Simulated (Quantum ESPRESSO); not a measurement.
# PbSe (Pm-3m) in Quantum ESPRESSO: a series of runs, part 2 of 4

Quantum ESPRESSO 7.5.

**3. Phonons, PBEsol, target pressure 10 GPa, at which the enthalpy is minimised**

pw.in reads:

```
&CONTROL
  calculation = 'scf'
  prefix = 'pwscf'
  outdir = './tmp'
  pseudo_dir = './pseudo'
  tprnfor = .true.
  tstress = .true.
  disk_io = 'low'
/
&SYSTEM
  ibrav = 0
  nat = 2
  ntyp = 2
  ecutwfc = 45
  ecutrho = 360
  nbnd = 16
  occupations = 'smearing'
  smearing = 'mv'
  degauss = 0.01469973
/
&ELECTRONS
  conv_thr = 4d-10
  electron_maxstep = 120
  mixing_beta = 0.5
/
ATOMIC_SPECIES
Pb   207.2000 pb_pbesol_v1.uspp.F.UPF
Se    78.9710 se_pbesol_v1.uspp.F.UPF
CELL_PARAMETERS angstrom
   3.7843220000    0.0000000000    0.0000000000
   0.0000000000    3.7843220000    0.0000000000
   0.0000000000    0.0000000000    3.7843220000
ATOMIC_POSITIONS crystal
Pb     0.0000000000    0.0000000000    0.0000000000
Se     0.5000000000    0.5000000000    0.5000000000
K_POINTS automatic
7 7 7 0 0 0
```

relax.in reads:

```
&CONTROL
  calculation = 'vc-relax'
  prefix = 'pwscf'
  outdir = './tmp'
  pseudo_dir = './pseudo'
  tprnfor = .true.
  tstress = .true.
  disk_io = 'low'
  nstep = 40
  forc_conv_thr = 0.0001
  etot_conv_thr = 1d-06
/
&SYSTEM
  ibrav = 0
  nat = 2
  ntyp = 2
  ecutwfc = 45
  ecutrho = 360
  nbnd = 16
  occupations = 'smearing'
  smearing = 'mv'
  degauss = 0.01469973
/
&ELECTRONS
  conv_thr = 4d-10
  electron_maxstep = 120
  mixing_beta = 0.5
/
&IONS
  ion_dynamics = 'bfgs'
/
&CELL
  cell_dynamics = 'bfgs'
  press = 100
  press_conv_thr = 0.2
/
ATOMIC_SPECIES
Pb   207.2000 pb_pbesol_v1.uspp.F.UPF
Se    78.9710 se_pbesol_v1.uspp.F.UPF
CELL_PARAMETERS angstrom
   3.7843220000    0.0000000000    0.0000000000
   0.0000000000    3.7843220000    0.0000000000
   0.0000000000    0.0000000000    3.7843220000
ATOMIC_POSITIONS crystal
Pb     0.0000000000    0.0000000000    0.0000000000
Se     0.5000000000    0.5000000000    0.5000000000
K_POINTS automatic
7 7 7 0 0 0
```

scf2.in reads:

```
&CONTROL
  calculation = 'scf'
  prefix = 'pwscf'
  outdir = './tmp'
  pseudo_dir = './pseudo'
  tprnfor = .true.
  tstress = .true.
  disk_io = 'low'
/
&SYSTEM
  ibrav = 0
  nat = 2
  ntyp = 2
  ecutwfc = 45
  ecutrho = 360
  nbnd = 16
  occupations = 'smearing'
  smearing = 'mv'
  degauss = 0.01469973
/
&ELECTRONS
  conv_thr = 1d-13
  electron_maxstep = 120
  mixing_beta = 0.5
  startingpot = 'file'
  startingwfc = 'file'
/
ATOMIC_SPECIES
Pb   207.2000 pb_pbesol_v1.uspp.F.UPF
Se    78.9710 se_pbesol_v1.uspp.F.UPF
CELL_PARAMETERS angstrom
   3.5474320383    0.0000000000    0.0000000000
   0.0000000000    3.5474320383    0.0000000000
   0.0000000000    0.0000000000    3.5474320383
ATOMIC_POSITIONS crystal
Pb     0.0000000000    0.0000000000    0.0000000000
Se     0.5000000000    0.5000000000    0.5000000000
K_POINTS automatic
7 7 7 0 0 0
```

ph.in reads:

```
phonons of PbSe
&INPUTPH
  prefix = 'pwscf'
  outdir = './tmp'
  tr2_ph = 1d-16
  fildyn = 'dyn'
  niter_ph = 60
  alpha_mix(1) = 0.4
/
0.0000000000 0.0000000000 0.0000000000
```

dynmat.in reads:

```
&INPUT
  fildyn = 'dyn'
  asr = 'crystal'
  filout = 'dynmat.disp'
  fileig = 'dynmat.eig'
/
```

Potentials or basis: GBRV 1.5 PBEsol.

On the command line:

```
OMP_NUM_THREADS=1 pw.x -in pw.in > pw.out
OMP_NUM_THREADS=1 pw.x -in relax.in > relax.out
OMP_NUM_THREADS=1 pw.x -in scf2.in > scf2.out
OMP_NUM_THREADS=1 ph.x -in ph.in > ph.out
OMP_NUM_THREADS=1 dynmat.x -in dynmat.in > dynmat.out
```

pw.out:

```text
This program is part of the open-source Quantum ESPRESSO suite
     for quantum simulation of materials; please cite
[... 9 lines left out ...]
     --------------------
     sticks:   dense  smooth     PW     G-vecs:    dense   smooth      PW
     Sum        1473     741    221                42211    14939    2517

     Using Slab Decomposition

     bravais-lattice index     =            0
     lattice parameter (alat)  =       7.1513  a.u.
     unit-cell volume          =     365.7302 (a.u.)^3
     number of atoms/cell      =            2
     number of atomic types    =            2
     number of electrons       =        20.00
     number of Kohn-Sham states=           16
     kinetic-energy cutoff     =      45.0000  Ry
     charge density cutoff     =     360.0000  Ry
     scf convergence threshold =      4.0E-10
     mixing beta               =       0.5000
     number of iterations used =            8  plain     mixing
     Exchange-correlation= SLA  PW   PSX  PSC
                           (   1   4  10   8   0   0   0)

     celldm(1)=   7.151332  celldm(2)=   0.000000  celldm(3)=   0.000000
     celldm(4)=   0.000000  celldm(5)=   0.000000  celldm(6)=   0.000000

     crystal axes: (cart. coord. in units of alat)
               a(1) = (   1.000000   0.000000   0.000000 )
               a(2) = (   0.000000   1.000000   0.000000 )
               a(3) = (   0.000000   0.000000   1.000000 )

     reciprocal axes: (cart. coord. in units 2 pi/alat)
               b(1) = (  1.000000  0.000000  0.000000 )
               b(2) = (  0.000000  1.000000  0.000000 )
               b(3) = (  0.000000  0.000000  1.000000 )

     PseudoPot. # 1 for Pb read from file:
     pb_pbesol_v1.uspp.F.UPF
     Pseudo is Ultrasoft + core correction, Zval = 14.0
     Generated by new atomic code, or converted to UPF format
     Using radial grid of  899 points,  6 beta functions with:
                l(1) =   0
                l(2) =   0
                l(3) =   1
                l(4) =   1
                l(5) =   2
                l(6) =   2
     Q(r) pseudized with  6 coefficients,  rinner =    1.000   1.000   1.000
                                                       1.000   1.000

     PseudoPot. # 2 for Se read from file:
     se_pbesol_v1.uspp.F.UPF
     Pseudo is Ultrasoft + core correction, Zval =  6.0
     Generated by new atomic code, or converted to UPF format
     Using radial grid of  877 points,  6 beta functions with:
                l(1) =   0
                l(2) =   0
                l(3) =   1
                l(4) =   1
                l(5) =   2
                l(6) =   2
     Q(r) pseudized with  8 coefficients,  rinner =    1.300   1.300   1.300
                                                       1.300   1.300

     atomic species   valence    mass     pseudopotential
     Pb               14.00   207.20000     Pb( 1.00)
     Se                6.00    78.97100     Se( 1.00)

     48 Sym. Ops., with inversion, found

   Cartesian axes

     site n.     atom                  positions (alat units)
         1        Pb     tau(   1) = (   0.0000000   0.0000000   0.0000000  )
         2        Se     tau(   2) = (   0.5000000   0.5000000   0.5000000  )

     number of k points=    20  Marzari-Vanderbilt smearing, width (Ry)=  0.0147
                       cart. coord. in units 2pi/alat
        k(    1) = (   0.0000000   0.0000000   0.0000000), wk =   0.0058309
        k(    2) = (   0.0000000   0.0000000   0.1428571), wk =   0.0349854
        k(    3) = (   0.0000000   0.0000000   0.2857143), wk =   0.0349854
        k(    4) = (   0.0000000   0.0000000   0.4285714), wk =   0.0349854
        k(    5) = (   0.0000000   0.1428571   0.1428571), wk =   0.0699708
        k(    6) = (   0.0000000   0.1428571   0.2857143), wk =   0.1399417
[... 12 lines left out ...]
        k(   19) = (   0.2857143   0.4285714   0.4285714), wk =   0.1399417
        k(   20) = (   0.4285714   0.4285714   0.4285714), wk =   0.0466472

     Dense  grid:    42211 G-vectors     FFT dimensions: (  45,  45,  45)

     Smooth grid:    14939 G-vectors     FFT dimensions: (  32,  32,  32)

     Initial potential from superposition of free atoms

     starting charge      19.9978, renormalised to      20.0000

     negative rho (up, down):  1.671E-02 0.000E+00
     Starting wfcs are   13 randomized atomic wfcs +    3 random wfcs

     Self-consistent Calculation

     iteration #  1     ecut=    45.00 Ry     beta= 0.50
     Davidson diagonalization with overlap
     ethr =  1.00E-02,  avg # of iterations =  4.7
     Minimization algorithm failed to find Fermi energy: reverting to bisection
     Possible cause: smearing is larger than the electronic band-gap.

     Threshold (ethr) on eigenvalues was too large:
     Diagonalizing with lowered threshold

     Davidson diagonalization with overlap
     ethr =  5.33E-04,  avg # of iterations =  1.0
     Minimization algorithm failed to find Fermi energy: reverting to bisection
     Possible cause: smearing is larger than the electronic band-gap.

     negative rho (up, down):  1.571E-02 0.000E+00

     total energy              =    -207.20387293 Ry
     estimated scf accuracy    <       0.10598589 Ry
[... 67 lines left out ...]
     iteration #  9     ecut=    45.00 Ry     beta= 0.50
     Davidson diagonalization with overlap
     ethr =  2.50E-12,  avg # of iterations =  5.7

     negative rho (up, down):  1.602E-02 0.000E+00

     End of self-consistent calculation

          k = 0.0000 0.0000 0.0000 (  1863 PWs)   bands (ev):

    -8.3609  -8.3609  -8.2107  -8.2107  -8.2107  -4.7395   1.3997   6.9885
     6.9885   6.9885  13.5424  13.5424  14.5236  14.5236  14.5236  16.5016
[... 93 lines left out ...]
    -8.3024  -8.2977  -8.2977  -8.1772  -8.1772  -2.8563   1.8288   5.6935
     5.9781   5.9781   8.2871   8.2871   9.1133  16.5165  20.8263  21.4419

     the Fermi energy is     8.4602 ev

!    total energy              =    -207.23826612 Ry
     estimated scf accuracy    <          4.5E-11 Ry
     smearing contrib. (-TS)   =       0.00044696 Ry
     internal energy E=F+TS    =    -207.23871307 Ry

     The total energy is F=E-TS. E is the sum of the following terms:
     one-electron contribution =     -34.44646050 Ry
     hartree contribution      =      30.48421704 Ry
     xc contribution           =     -92.39107906 Ry
     ewald contribution        =    -110.88539056 Ry

     convergence has been achieved in   9 iterations

     negative rho (up, down):  1.602E-02 0.000E+00

     Forces acting on atoms (cartesian axes, Ry/au):

     atom    1 type  1   force =     0.00000000    0.00000000    0.00000000
     atom    2 type  2   force =     0.00000000    0.00000000    0.00000000

     Total force =     0.000000     Total SCF correction =     0.000000

     Computing stress (Cartesian axis) and pressure

     negative rho (up, down):  1.602E-02 0.000E+00
          total   stress  (Ry/bohr**3)                   (kbar)     P=      -34.59
  -0.00023514   0.00000000   0.00000000          -34.59        0.00        0.00
   0.00000000  -0.00023514   0.00000000            0.00      -34.59        0.00
   0.00000000   0.00000000  -0.00023514            0.00        0.00      -34.59

=------------------------------------------------------------------------------=
   JOB DONE.
=------------------------------------------------------------------------------=
```

relax.out:

```text
This program is part of the open-source Quantum ESPRESSO suite
     for quantum simulation of materials; please cite
[... 9 lines left out ...]
     --------------------
     sticks:   dense  smooth     PW     G-vecs:    dense   smooth      PW
     Sum        1473     741    221                42211    14939    2517
[... 1809 lines left out ...]
   0.00067664   0.00000000   0.00000000           99.54        0.00        0.00
   0.00000000   0.00067664   0.00000000            0.00       99.54        0.00
   0.00000000   0.00000000   0.00067664            0.00        0.00       99.54

=------------------------------------------------------------------------------=
   JOB DONE.
=------------------------------------------------------------------------------=
```

It took 4 min on 1 thread of Arm Neoverse V1, shared host; peak memory 0.19 GiB.

Results:

* Free energy: -2819.4962 eV
* Relaxed volume: 22.32 Å³/atom
* Relaxed cell: a = 3.547 Å, b = 3.547 Å, c = 3.547 Å, α = 90.00°, β = 90.00°, γ = 90.00°
* Space group after relaxing (to 0.05 Å): Pm-3m (No. 221)
* Pressure after relaxing: 10.0 GPa
* Band gap on the k mesh: none (metal or under the smearing width)
* Highest phonon frequency at Γ: 61 cm⁻¹

Step by step:
| step | energy change (eV) | largest force (eV/Å) | pressure (GPa) | volume (Å³) |
| --- | --- | --- | --- | --- |
| 1 | 0.0000 | 0.0000 | -3.46 | 54.20 |
| 2 | -0.0430 | 0.0000 | -0.03 | 50.56 |
| 3 | 0.0768 | 0.0000 | 8.29 | 45.42 |
| 4 | 0.1306 | 0.0000 | 10.34 | 44.49 |
| 5 | 0.1211 | 0.0000 | 10.00 | 44.64 |
| 6 | 0.1211 | 0.0000 | 10.00 | 44.64 |

Final structure:
```
Pb Se
1.0
     3.54743    0.00000    0.00000
     0.00000    3.54743    0.00000
     0.00000    0.00000    3.54743
Pb Se
1 1
Direct
  0.00000 0.00000 0.00000
  0.50000 0.50000 0.50000
```

Phonon frequencies in cm⁻¹ (negative: imaginary):
```
              q point        frequencies
(0.000, 0.000, 0.000)  -7 -7 -7 61 61 61
```

Optical modes at Γ, degenerate ones joined:
| cm⁻¹ | components | symmetry | active in |
| --- | --- | --- | --- |
| 60 | 3 | T1u | IR |

Caveat: the mesh is thin for the phonons of a metal; the volume moved by over 15 % at a fixed basis, so the end points are rough; the cell is more than 3 GPa from zero pressure, which shifts response properties.

(Part 2 of 4 ends here.)
